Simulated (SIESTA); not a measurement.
Crystal: Ru.

```
Ru
1.0
     2.70580    0.00000    0.00000
    -1.35290    2.34329    0.00000
     0.00000    0.00000    4.28190
Ru
2
Direct
  0.66667 0.33333 0.75000
  0.33333 0.66667 0.25000
```

Base run:

* Program: SIESTA 5.4.2
* Functional: PBE
* Potentials or basis: PseudoDojo 0.4 standard (PBE files)
* Basis: DZDP (energy shift 0.003 Ry; two zetas on semicore shells)
* Grid cutoff: 800 Ry
* Energy shift: 0.003 Ry
* k mesh: 11 × 11 × 6
* Occupations: fermi-dirac, width 0.05 eV
* Spin: no spin polarisation

Its results: band gap on the k mesh none (metal or under the smearing width); pressure 8.5 GPa.

**Question.** The run is repeated on the same cell with these changes: basis from DZDP (energy shift 0.003 Ry; two zetas on semicore shells) to SZ (energy shift 0.003 Ry). What comes out?

**Answer.** Band gap on the k mesh none (metal or under the smearing width); pressure 17.5 GPa.

Caveats: the basis of atomic orbitals isn't converged, which shifts pressures, moduli and gaps; the basis has no polarisation orbitals (some runs).
